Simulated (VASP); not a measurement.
# Tm (Im-3m) in VASP: equation of state, part 2 of 2

VASP 6.6.1. The steps go on from the part before.

### 4 Equation of state, PBE, collinear spin, ferromagnetic start, 29.99 Å³/atom (volume scaled by 0.98)

The input, INCAR:

```
PREC     = Accurate       # precision mode
ENCUT    = 520            # plane-wave cutoff, eV
EDIFF    = 1E-7           # SCF threshold, eV
ISMEAR   = -1             # smearing method
SIGMA    = 0.05           # smearing width, eV
LREAL    = False          # projectors in reciprocal space
LASPH    = True           # aspherical terms in the spheres
NELM     = 120            # most SCF steps
ALGO     = Normal         # electronic algorithm
ISIF     = 2              # what is computed and relaxed
LWAVE    = False          # write WAVECAR
LCHARG   = False          # write CHGCAR
ISPIN    = 2              # spin polarisation
MAGMOM   = 2              # initial moments
LORBIT   = 11             # projections on sites
LMAXMIX  = 6              # l up to which the mixer works
GGA      = PE             # functional
NBANDS   = 22             # bands
```

The input, KPOINTS:

```
Automatic mesh
0
Gamma
  10 10 10
```

The input, POSCAR:

```
Tm
1.0
   -1.9573243814      1.9573243814      1.9573243814
    1.9573243814     -1.9573243814      1.9573243814
    1.9573243814      1.9573243814     -1.9573243814
Tm
1
Direct
    0.0000000000      0.0000000000      0.0000000000
```

The run is started by

```bash
cat potpaw_PBE.64/Tm/POTCAR > POTCAR
mpirun -np 1 vasp_std > vasp.out
```

Run time: 93 s. Hardware: 1 thread of Intel Xeon Platinum 8488C (Sapphire Rapids), shared host; peak memory 0.21 GiB.

The run converged. Its results:

```
Free energy                                           : -4.0356 eV
Pressure                                              : 3.6 GPa
Band gap on the k mesh                                : none (metal or under the smearing width)
Net moment                                            : 1.15 μB per cell
Site moments                                          : Tm +1.23 μB
Valence electrons inside the program's atomic spheres : Tm 21.08
```

Caveat: the magnetic or orbital state may not be the lowest; spin-orbit coupling is left out, which moves the levels of the heavy elements.

### 5 Equation of state, PBE, collinear spin, ferromagnetic start, 31.22 Å³/atom (volume scaled by 1.02)

The input, INCAR:

```
SYSTEM = Tm
  PREC = Accurate
  ENCUT = 520
  EDIFF = 1E-7
  ISMEAR = -1
  SIGMA = 0.05
  LREAL = .FALSE.
  LASPH = .TRUE.
  NELM = 120
  ALGO = Normal
  ISIF = 2
  LWAVE = .FALSE.
  LCHARG = .FALSE.
  ISPIN = 2
  MAGMOM = 2
  LORBIT = 11
  LMAXMIX = 6
  GGA = PE
  NBANDS = 22
```

The input, KPOINTS:

```
Automatic mesh
0
G
  10 10 10
  0 0 0
```

The input, POSCAR:

```
Tm
1.0
   -1.9836003273      1.9836003273      1.9836003273
    1.9836003273     -1.9836003273      1.9836003273
    1.9836003273      1.9836003273     -1.9836003273
Tm
1
Direct
    0.0000000000      0.0000000000      0.0000000000
```

The run is started by

```bash
cat potpaw_PBE.64/Tm/POTCAR > POTCAR
mpirun -np 1 vasp_std > vasp.out
```

Wall time 2.1 min (1 thread of Intel Xeon Platinum 8488C (Sapphire Rapids), shared host); peak memory 0.22 GiB.

It converged, with:

* Free energy: -4.0577 eV
* Pressure: 2.2 GPa
* Band gap on the k mesh: none (metal or under the smearing width)
* Net moment: 1.13 μB per cell
* Site moments: Tm +1.22 μB
* Valence electrons inside the program's atomic spheres: Tm 21.05

Caveat: the magnetic or orbital state may not be the lowest; spin-orbit coupling is left out, which moves the levels of the heavy elements.

### 6 Equation of state, PBE, collinear spin, ferromagnetic start, 31.83 Å³/atom (volume scaled by 1.04)

The input, INCAR:

```
ALGO = Normal ; EDIFF = 1E-7
ENCUT = 520 ; GGA = PE
ISIF = 2 ; ISMEAR = -1
ISPIN = 2 ; LASPH = T
LCHARG = F ; LMAXMIX = 6
LORBIT = 11 ; LREAL = F
LWAVE = F ; MAGMOM = 2
NBANDS = 22 ; NELM = 120
PREC = Accurate ; SIGMA = 0.05
```

The input, KPOINTS:

```
k-points
0
Gamma
  10 10 10
```

The input, POSCAR:

```
Tm
1.0
   -1.9964812098      1.9964812098      1.9964812098
    1.9964812098     -1.9964812098      1.9964812098
    1.9964812098      1.9964812098     -1.9964812098
Tm
1
Direct
    0.0000000000      0.0000000000      0.0000000000
```

Potentials or basis: VASP PAW PBE potentials, release 64 (Tm).

The run is started by

```bash
cat potpaw_PBE.64/Tm/POTCAR > POTCAR
mpirun -np 1 vasp_std > vasp.out
```

Run time: 1.7 min. Hardware: 1 thread of Intel Xeon Platinum 8488C (Sapphire Rapids), shared host; peak memory 0.22 GiB.

Results (log left out):

| Property | Result |
| --- | --- |
| Free energy | -4.0653 eV |
| Pressure | 1.8 GPa |
| Band gap on the k mesh | none (metal or under the smearing width) |
| Net moment | 1.12 μB per cell |
| Site moments | Tm +1.22 μB |
| Valence electrons inside the program's atomic spheres | Tm 21.04 |

Caveat: the magnetic or orbital state may not be the lowest; spin-orbit coupling is left out, which moves the levels of the heavy elements.

### 7 Equation of state, PBE, collinear spin, ferromagnetic start, 32.44 Å³/atom (volume scaled by 1.06)

The input, INCAR:

```
SYSTEM = Tm
ALGO = Normal
EDIFF = 1E-7
ENCUT = 520
GGA = PE
ISIF = 2
ISMEAR = -1
ISPIN = 2
LASPH = .True.
LCHARG = .False.
LMAXMIX = 6
LORBIT = 11
LREAL = .False.
LWAVE = .False.
MAGMOM = 2
NBANDS = 22
NELM = 120
PREC = Accurate
SIGMA = 0.05
```

The input, KPOINTS:

```
k-points
0
Gamma
  10 10 10
  0 0 0
```

The input, POSCAR:

```
Tm
1.0
   -2.0091979935      2.0091979935      2.0091979935
    2.0091979935     -2.0091979935      2.0091979935
    2.0091979935      2.0091979935     -2.0091979935
Tm
1
Direct
    0.0000000000      0.0000000000      0.0000000000
```

The run is started by

```bash
cat potpaw_PBE.64/Tm/POTCAR > POTCAR
mpirun -np 1 vasp_std > vasp.out
```

Wall time 2.6 min (1 thread of Intel Xeon Platinum 8488C (Sapphire Rapids), shared host); peak memory 0.22 GiB.

It converged, with:

| Item | Value |
| --- | --- |
| Free energy | -4.0709 eV |
| Pressure | 1.0 GPa |
| Band gap on the k mesh | none (metal or under the smearing width) |
| Net moment | 1.12 μB per cell |
| Site moments | Tm +1.21 μB |
| Valence electrons inside the program's atomic spheres | Tm 21.03 |

Caveat: the magnetic or orbital state may not be the lowest; spin-orbit coupling is left out, which moves the levels of the heavy elements.

### 8 Equation of state, PBE, collinear spin, ferromagnetic start

No new run: the results of the series are fitted here.

What came out:

- Equilibrium volume: 34.13 Å³/atom (rough: see the caveat)
- Bulk modulus: 22 GPa (rough)

Energy against volume, from the lowest point:
```
volume (Å³/atom)  energy (meV/atom)
          28.771              68.11
          29.383              50.24
          29.995              35.31
          30.607              23.02
          31.219              13.18
          31.831               5.55
          32.444               0.00
```

Caveat: the magnetic or orbital state may not be the lowest; the minimum lies outside the volumes run; spin-orbit coupling is left out, which moves the levels of the heavy elements. The state reached can hang on the start; a lower one may exist.
